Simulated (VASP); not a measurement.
# Au (Im-3m) in VASP: notebook

The runs below take Au through single point, with PBE.

Everything below comes from runs of VASP 6.6.1. Logs are shortened: lines on timing, memory, paths and dates and some standing lists are left out, and cuts for length are marked.

### 1 Starting point

The structure is cubic, space group Im-3m (No. 229). Conventional cell: a = 3.238 Å, b = 3.238 Å, c = 3.238 Å, α = 90.00°, β = 90.00°, γ = 90.00°. Au (site symmetry m-3m) is surrounded by 8 Au at 2.80 Å.

The cell was built by a generator and needn't be a form met in nature.

### 2 Single point, PBE

INCAR reads:

```
SYSTEM = Au
ALGO     = Fast           ! electronic algorithm
EDIFF    = 1E-6           ! SCF threshold, eV
ENCUT    = 520            ! plane-wave cutoff, eV
GGA      = PE             ! functional
ISIF     = 2              ! what is computed and relaxed
ISMEAR   = 0              ! smearing method
LASPH    = .TRUE.         ! aspherical terms in the spheres
LCHARG   = .TRUE.         ! write CHGCAR
LELF     = .TRUE.         ! ELF
LREAL    = .FALSE.        ! projectors in reciprocal space
LVHAR    = .TRUE.       
LWAVE    = .FALSE.        ! write WAVECAR
NBANDS   = 12             ! bands
NELM     = 100            ! most SCF steps
PREC     = Accurate       ! precision mode
SIGMA    = 0.05           ! smearing width, eV
```

KPOINTS reads:

```
k-points
0
G
  18 18 18
  0 0 0
```

POSCAR reads:

```
Au
1.0
   -1.6191481830      1.6191481830      1.6191481830
    1.6191481830     -1.6191481830      1.6191481830
    1.6191481830      1.6191481830     -1.6191481830
Au
1
Direct
    0.0000000000      0.0000000000      0.0000000000
```

Potentials or basis: VASP PAW PBE potentials, release 64 (Au).

Command:

```
$ cat potpaw_PBE.64/Au/POTCAR > POTCAR
$ mpirun -np 1 vasp_std > vasp.out
```

OUTCAR:

```text
SYSTEM = Au
   EDIFF = 1E-6
   ENCUT = 520
   GGA = PE
   ISIF = 2
   ISMEAR = 0
   LASPH = .TRUE.
   LREAL = .FALSE.
   NELM = 100
   PREC = Accurate

 ion  position               nearest neighbor table
   1  0.000  0.000  0.000-

  LATTYP: Found a body centered cubic cell.
 ALAT       =     3.2382963660

  Lattice vectors:

 A1 = (  -1.6191481830,   1.6191481830,   1.6191481830)
 A2 = (   1.6191481830,  -1.6191481830,   1.6191481830)
 A3 = (   1.6191481830,   1.6191481830,  -1.6191481830)

Analysis of symmetry for initial positions (statically):
=====================================================================
 Subroutine PRICEL returns:
 Original cell was already a primitive cell.

 Routine SETGRP: Setting up the symmetry group for a
 body centered cubic supercell.

 Subroutine GETGRP returns: Found 48 space group operations
 (whereof 48 operations were pure point group operations)
 out of a pool of 48 trial point group operations.

The static configuration has the point symmetry O_h .

Analysis of symmetry for dynamics (positions and initial velocities):
=====================================================================
 Subroutine PRICEL returns:
 Original cell was already a primitive cell.

 Routine SETGRP: Setting up the symmetry group for a
 body centered cubic supercell.

 Subroutine GETGRP returns: Found 48 space group operations
 (whereof 48 operations were pure point group operations)
 out of a pool of 48 trial point group operations.

The dynamic configuration has the point symmetry O_h .

 Subroutine INISYM returns: Found 48 space group operations
 (whereof 48 operations are pure point group operations),
 and found     1 'primitive' translations

----------------------------------------------------------------------------------------

                                     Primitive cell

  volume of cell :      16.9793

  direct lattice vectors                    reciprocal lattice vectors
    -1.619148183  1.619148183  1.619148183     0.000000000  0.308804349  0.308804349
     1.619148183 -1.619148183  1.619148183     0.308804349  0.000000000  0.308804349
     1.619148183  1.619148183 -1.619148183     0.308804349  0.308804349  0.000000000

  length of vectors
     2.804446918  2.804446918  2.804446918     0.436715298  0.436715298  0.436715298

  position of ions in fractional coordinates (direct lattice)
     0.000000000  0.000000000  0.000000000

  ion indices of the primitive-cell ions
   primitive index   ion index
                 1           1

----------------------------------------------------------------------------------------

 KPOINTS: k-points

Automatic generation of k-mesh.
 Grid dimensions read from file:
 generate k-points for:   18   18   18

 Generating k-lattice:

  Cartesian coordinates                     Fractional coordinates (reciprocal lattice)
     0.000000000  0.017155797  0.017155797     0.055555556  0.000000000  0.000000000
     0.017155797  0.000000000  0.017155797     0.000000000  0.055555556  0.000000000
     0.017155797  0.017155797  0.000000000     0.000000000  0.000000000  0.055555556

  Length of vectors
     0.024261961  0.024261961  0.024261961

  Shift w.r.t. Gamma in fractional coordinates (k-lattice)
     0.000000000  0.000000000  0.000000000

 Subroutine IBZKPT returns following result:
 ===========================================

 Found    195 irreducible k-points:

 Following reciprocal coordinates:
            Coordinates               Weight
  0.000000  0.000000  0.000000      1.000000
  0.055556  0.000000  0.000000     12.000000
  0.111111  0.000000  0.000000     12.000000
  0.166667  0.000000  0.000000     12.000000
  0.222222  0.000000  0.000000     12.000000
  0.277778  0.000000  0.000000     12.000000
[... 16 lines left out ...]
  0.333333  0.111111  0.000000     48.000000
  0.388889  0.111111  0.000000     48.000000
 [... further k-points ...]
   k-points           NKPTS =    195   k-points in BZ     NKDIM =    195   number of bands    NBANDS=     12
   number of dos      NEDOS =    301   number of ions     NIONS =      1
   total plane-waves  NPLWV =  13824
   dimension x,y,z NGX =    24 NGY =   24 NGZ =   24
   dimension x,y,z NGXF=    48 NGYF=   48 NGZF=   48
   ions per type =               1
   NGX,Y,Z   is equivalent  to a cutoff of  14.23, 14.23, 14.23 a.u.
   NGXF,Y,Z  is equivalent  to a cutoff of  28.45, 28.45, 28.45 a.u.
 SYSTEM =  Au
   PREC   = accura    normal or accurate (medium, high low for compatibility)
   ISTART =      0    job   : 0-new  1-cont  2-samecut
   ICHARG =      2    charge: 1-file 2-atom 10-const
   ISPIN  =      1    spin polarized calculation?
   LNONCOLLINEAR =      F non collinear calculations
   LSORBIT =      F    spin-orbit coupling
   LASPH  =      T    aspherical Exc in radial PAW
   ENCUT  =  520.0 eV  38.22 Ry    6.18 a.u.   5.21  5.21  5.21*2*pi/ulx,y,z
   NELM   =    100;   NELMIN=  2; NELMDL= -5     # of ELM steps
   EDIFF  = 0.1E-05   stopping-criterion for ELM
   LREAL  =      F    real-space projection
   EDIFFG = 0.1E-04   stopping-criterion for IOM
   NSW    =      0    number of steps for IOM
   IBRION =     -1    ionic relax: 0-MD 1-quasi-New 2-CG
   NFREE  =      0    steps in history (QN), initial steepest desc. (CG)
   ISIF   =      2    stress and relaxation
   ISYM   =      2    0-nonsym 1-usesym 2-fastsym
   POTIM  = 0.5000    time-step for ionic-motion
   TEBEG  =    0.0;   TEEND  =   0.0 temperature during run
   PSTRESS=    0.0 pullay stress
   NELECT =      11.0000    total number of electrons
   NUPDOWN=      -1.0000    fix difference up-down
   EMIN   =  10.00;   EMAX   =-10.00  energy-range for DOS
   EFERMI =   0.00;   METHOD = LEGACY
   ISMEAR =     0;   SIGMA  =   0.05  broadening in eV -4-tet -1-fermi 0-gaus
   EFERMI_NEDOS =   21; number of points for ismear=-14 and -15
   IALGO  =     68    algorithm
   IMIX   =      4    mixing-type and parameters
     AMIX     =   0.40;   BMIX     =  1.00
     AMIX_MAG =   1.60;   BMIX_MAG =  1.00
  volume/ion in A,a.u.               =      16.98       114.58
  Fermi-wavevector in a.u.,A,eV,Ry     =   1.416552  2.676895 27.301710  2.006619
  Thomas-Fermi vector in A             =   2.537874
   LORBIT       =      0    0 simple, 1 ext, 2 COOP (PROOUT), +10 PAW based schemes
   GGA     = PE    functional components
   LHFCALC =     F    Hartree Fock is set to
   AEXX    =    0.0000 exact exchange contribution
   IVDW    =     0    specifies the selected vdW correction
   LEPSILON=     F    determine dielectric tensor
   LRPA    =     F    only Hartree local field effects (RPA)
 non-spin polarized calculation
 RMM-DIIS sequential band-by-band and
 Gauss-broadening in eV      SIGMA  =   0.05
  energy-cutoff  :      520.00
  volume of cell :       16.98
 maximum number of plane-waves:       470
 NGX is ok and might be reduce to    24
   NGX = 11   NGY = 11   NGZ = 11

 number of electron      11.0000001 magnetization

 Free energy of the ion-electron system (eV)
  ---------------------------------------------------
  ext. energy  EPLUGINS =         0.00000000
  ---------------------------------------------------
  free energy    TOTEN  =        -3.17378939 eV

  energy without entropy =       -3.17370417  energy(sigma->0) =       -3.17374678

 E-fermi :   9.5617     XC(G=0): -12.7422

 val. band max:        9.5328877534   @ k =   0.3889   0.0556   0.0556
 cond. band min:       9.6592753905   @ k =  -0.3333   0.3333   0.3333
 fundamental gap:      0.1263876371
 Fermi energy:         9.5616562070

 k-point     1 :       0.0000    0.0000    0.0000
  band No.  band energies     occupation
      1      -0.3476      2.00000
      2       4.6389      2.00000
      3       4.6389      2.00000
      4       4.6389      2.00000
      5       6.5850      2.00000
      6       6.5850      2.00000
      7      26.0607      0.00000
      8      26.0607      0.00000
      9      26.0607      0.00000
     10      33.9613      0.00000
     11      33.9613      0.00000
     12      33.9643      0.00000

 k-point     2 :       0.0556    0.0000    0.0000
  band No.  band energies     occupation
      1      -0.2329      2.00000
      2       4.6018      2.00000
      3       4.6422      2.00000
      4       4.7204      2.00000
      5       6.5396      2.00000
      6       6.5876      2.00000
      7      26.0616      0.00000
      8      26.0944      0.00000
      9      26.2094      0.00000
     10      32.4591      0.00000
     11      32.6230      0.00000
     12      33.5524      0.00000

 k-point     3 :       0.1111    0.0000    0.0000
  band No.  band energies     occupation
      1       0.1023      2.00000
      2       4.4967      2.00000
      3       4.6480      2.00000
      4       4.9605      2.00000
      5       6.4285      2.00000
      6       6.5962      2.00000
      7      25.8651      0.00000
      8      26.0926      0.00000
      9      26.6437      0.00000
     10      30.8249      0.00000
     11      31.1070      0.00000
     12      32.4433      0.00000
[... 286 lines left out ...]
 k-point    23 :       0.3333    0.1111    0.0000
  band No.  band energies     occupation
      1       2.5438      2.00000
      2       3.7331      2.00000
      3       5.6899      2.00000
      4       6.4077      2.00000
      5       6.9368      2.00000
      6       8.6724      2.00000
      7      16.0072      0.00000
      8      21.8606      0.00000
      9      23.7163      0.00000
     10      30.3029      0.00000
     11      32.8105      0.00000
     12      32.8571      0.00000

 k-point    24 :       0.3889    0.1111    0.0000
  band No.  band energies     occupation
      1       2.5252      2.00000
      2       3.6531      2.00000
      3       6.1170      2.00000
      4       6.4517      2.00000
      5       7.2399      2.00000
      6       9.7102      0.00003
      7      14.0752      0.00000
      8      21.3885      0.00000
      9      23.1430      0.00000
     10      30.9322      0.00000
     11      32.4727      0.00000
     12      33.0174      0.00000

 [... further k-points ...]

------------------------ aborting loop because EDIFF is reached ----------------------------------------

  FORCE on cell =-STRESS in cart. coord.  units (eV):
  Direction    XX          YY          ZZ          XY          YZ          ZX
  --------------------------------------------------------------------------------------
  -------------------------------------------------------------------------------------
  Total        0.9920849      0.9920849      0.9920849      0.0000000      0.0000000      0.0000000
  in kB       93.6137510     93.6137510     93.6137510      0.0000000      0.0000000      0.0000000
  external PRESSURE =      93.6137510 kB  Pullay stress =       0.0000000 kB

 VOLUME and BASIS-vectors are now :
 -----------------------------------------------------------------------------
  energy-cutoff  :      520.00
  volume of cell :       16.98
      direct lattice vectors                 reciprocal lattice vectors
    -1.619148183  1.619148183  1.619148183     0.000000000  0.308804349  0.308804349
     1.619148183 -1.619148183  1.619148183     0.308804349  0.000000000  0.308804349
     1.619148183  1.619148183 -1.619148183     0.308804349  0.308804349  0.000000000

 POSITION                                       TOTAL-FORCE (eV/Angst)
 -----------------------------------------------------------------------------------
      0.00000      0.00000      0.00000         0.000000      0.000000      0.000000
 -----------------------------------------------------------------------------------
    total drift:                               -0.000000      0.000000     -0.000000

  FREE ENERGIE OF THE ION-ELECTRON SYSTEM (eV)
  ---------------------------------------------------
  free  energy   TOTEN  =        -3.1737893941 eV

  energy  without entropy=       -3.1737041686  energy(sigma->0) =       -3.17374678
```

Wall time 27 s (1 thread of Intel Xeon Platinum 8259CL at 2.50GHz (Skylake/Cascade Lake), shared host); peak memory 0.16 GiB.

What came out:

```yaml
Free_energy: -3.1738 eV
Pressure: 9.4 GPa
Band_gap_on_the_k_mesh: none (metal or under the smearing width)
```

### 3 Single point, PBE

This run uses another cell than the first one, of 17.99 Å³/atom, 1.059 times its volume.

INCAR reads:

```
PREC = Accurate
ENCUT = 520
EDIFF = 1E-6
ISMEAR = 0
SIGMA = 0.05
LREAL = F
LASPH = T
NELM = 100
ALGO = Normal
ISIF = 2
LWAVE = F
LCHARG = T
GGA = PE
LELF = T
LVHAR = T
NBANDS = 12
```

KPOINTS reads:

```
Automatic mesh
0
Gamma
  18 18 18
```

POSCAR reads:

```
Au
1.0
   -1.6506174582      1.6506174582      1.6506174582
    1.6506174582     -1.6506174582      1.6506174582
    1.6506174582      1.6506174582     -1.6506174582
Au
1
Direct
    0.0000000000      0.0000000000      0.0000000000
```

Potentials or basis: VASP PAW PBE potentials, release 64 (Au).

Command:

```
$ cat potpaw_PBE.64/Au/POTCAR > POTCAR
$ mpirun -np 1 vasp_std > vasp.out
```

OUTCAR:

```text
PREC = Accurate
   ENCUT = 520
   EDIFF = 1E-6
   ISMEAR = 0
   LREAL = F
   LASPH = T
   NELM = 100
   ISIF = 2
   GGA = PE

 ion  position               nearest neighbor table
   1  0.000  0.000  0.000-

  LATTYP: Found a body centered cubic cell.
 ALAT       =     3.3012349164

  Lattice vectors:

 A1 = (  -1.6506174582,   1.6506174582,   1.6506174582)
 A2 = (   1.6506174582,  -1.6506174582,   1.6506174582)
 A3 = (   1.6506174582,   1.6506174582,  -1.6506174582)

Analysis of symmetry for initial positions (statically):
=====================================================================
 Subroutine PRICEL returns:
 Original cell was already a primitive cell.

 Routine SETGRP: Setting up the symmetry group for a
 body centered cubic supercell.

 Subroutine GETGRP returns: Found 48 space group operations
 (whereof 48 operations were pure point group operations)
 out of a pool of 48 trial point group operations.

The static configuration has the point symmetry O_h .

Analysis of symmetry for dynamics (positions and initial velocities):
=====================================================================
 Subroutine PRICEL returns:
 Original cell was already a primitive cell.

 Routine SETGRP: Setting up the symmetry group for a
 body centered cubic supercell.

 Subroutine GETGRP returns: Found 48 space group operations
 (whereof 48 operations were pure point group operations)
 out of a pool of 48 trial point group operations.

The dynamic configuration has the point symmetry O_h .

 Subroutine INISYM returns: Found 48 space group operations
 (whereof 48 operations are pure point group operations),
 and found     1 'primitive' translations

----------------------------------------------------------------------------------------

                                     Primitive cell

  volume of cell :      17.9887
[... 113 lines left out ...]
   LHFCALC =     F    Hartree Fock is set to
   AEXX    =    0.0000 exact exchange contribution
   IVDW    =     0    specifies the selected vdW correction
   LEPSILON=     F    determine dielectric tensor
   LRPA    =     F    only Hartree local field effects (RPA)
 non-spin polarized calculation
 Gauss-broadening in eV      SIGMA  =   0.05
  energy-cutoff  :      520.00
  volume of cell :       17.99
 maximum number of plane-waves:       498
 NGX is ok and might be reduce to    24
   NGX = 11   NGY = 11   NGZ = 11

 number of electron      10.9999999 magnetization

 Free energy of the ion-electron system (eV)
  ---------------------------------------------------
  ext. energy  EPLUGINS =         0.00000000
  ---------------------------------------------------
  free energy    TOTEN  =        -3.20109414 eV

  energy without entropy =       -3.20098430  energy(sigma->0) =       -3.20103922

 E-fermi :   8.6535     XC(G=0): -12.3983

 val. band max:        8.6154584316   @ k =   0.3889   0.0556   0.0556
 cond. band min:       8.7361005319   @ k =  -0.3333   0.3333   0.3333
 fundamental gap:      0.1206421003
 Fermi energy:         8.6535145249

 k-point     1 :       0.0000    0.0000    0.0000
  band No.  band energies     occupation
      1      -0.6886      2.00000
      2       4.0105      2.00000
      3       4.0105      2.00000
      4       4.0105      2.00000
      5       5.7828      2.00000
      6       5.7828      2.00000
      7      25.1063      0.00000
      8      25.1063      0.00000
      9      25.1063      0.00000
     10      31.9707      0.00000
     11      31.9707      0.00000
     12      31.9707      0.00000
[... 331 lines left out ...]
 k-point    24 :       0.3889    0.1111    0.0000
  band No.  band energies     occupation
      1       2.0820      2.00000
      2       3.1210      2.00000
      3       5.3882      2.00000
      4       5.6620      2.00000
      5       6.3914      2.00000
      6       8.7839      0.00023
      7      12.8483      0.00000
      8      20.1986      0.00000
      9      21.9079      0.00000
     10      29.3685      0.00000
     11      31.1551      0.00000
     12      31.3156      0.00000

 [... further k-points ...]

------------------------ aborting loop because EDIFF is reached ----------------------------------------

  FORCE on cell =-STRESS in cart. coord.  units (eV):
  Direction    XX          YY          ZZ          XY          YZ          ZX
  --------------------------------------------------------------------------------------
  -------------------------------------------------------------------------------------
  Total       -0.0294680     -0.0294680     -0.0294680      0.0000000      0.0000000     -0.0000000
  in kB       -2.6245907     -2.6245907     -2.6245907      0.0000000      0.0000000     -0.0000000
  external PRESSURE =      -2.6245907 kB  Pullay stress =       0.0000000 kB

 VOLUME and BASIS-vectors are now :
 -----------------------------------------------------------------------------
  energy-cutoff  :      520.00
  volume of cell :       17.99
      direct lattice vectors                 reciprocal lattice vectors
    -1.650617458  1.650617458  1.650617458     0.000000000  0.302916946  0.302916946
     1.650617458 -1.650617458  1.650617458     0.302916946  0.000000000  0.302916946
     1.650617458  1.650617458 -1.650617458     0.302916946  0.302916946  0.000000000

 POSITION                                       TOTAL-FORCE (eV/Angst)
 -----------------------------------------------------------------------------------
      0.00000      0.00000      0.00000         0.000000     -0.000000      0.000000
 -----------------------------------------------------------------------------------
    total drift:                                0.000000      0.000000     -0.000000

  FREE ENERGIE OF THE ION-ELECTRON SYSTEM (eV)
  ---------------------------------------------------
  free  energy   TOTEN  =        -3.2010941429 eV

  energy  without entropy=       -3.2009843048  energy(sigma->0) =       -3.20103922
```

stdout:

```text
POSCAR found type information on POSCAR Au
 POSCAR found :  1 types and       1 ions
 scaLAPACK will be used
 LDA part: xc-table for (Slater+PW92), standard interpolation
 POSCAR, INCAR and KPOINTS ok, starting setup
 FFT: planning ... GRIDC
 FFT: planning ... GRID_SOFT
 FFT: planning ... GRID
 WAVECAR not read
 entering main loop
```

Wall time 22 s (1 thread of Intel Xeon Platinum 8259CL at 2.50GHz (Skylake/Cascade Lake), shared host); peak memory 0.17 GiB.

Results:

| Item | Value |
| --- | --- |
| Free energy | -3.2011 eV |
| Pressure | -0.3 GPa |
| Band gap on the k mesh | none (metal or under the smearing width) |

Levels at points of the mesh, in eV from the Fermi level:
| k point | band 2 | band 3 | band 4 | band 5 | band 6 | band 7 | band 8 | band 9 | band 10 | band 11 |
| --- | --- | --- | --- | --- | --- | --- | --- | --- | --- | --- |
| (0.00, 0.00, 0.00) | -4.64 | -4.64 | -4.64 | -2.87 | -2.87 | 16.45 | 16.45 | 16.45 | 23.32 | 23.32 |
| (0.50, 0.00, 0.00) | -5.64 | -3.01 | -2.69 | -1.47 | -0.45 | 3.21 | 12.30 | 13.50 | 21.02 | 21.46 |
| (0.50, 0.50, 0.50) | -6.42 | -1.82 | -1.82 | -1.82 | 6.20 | 6.20 | 6.20 | 9.05 | 15.39 | 15.39 |

The run has no spin-orbit coupling, so splittings on Au are missing.
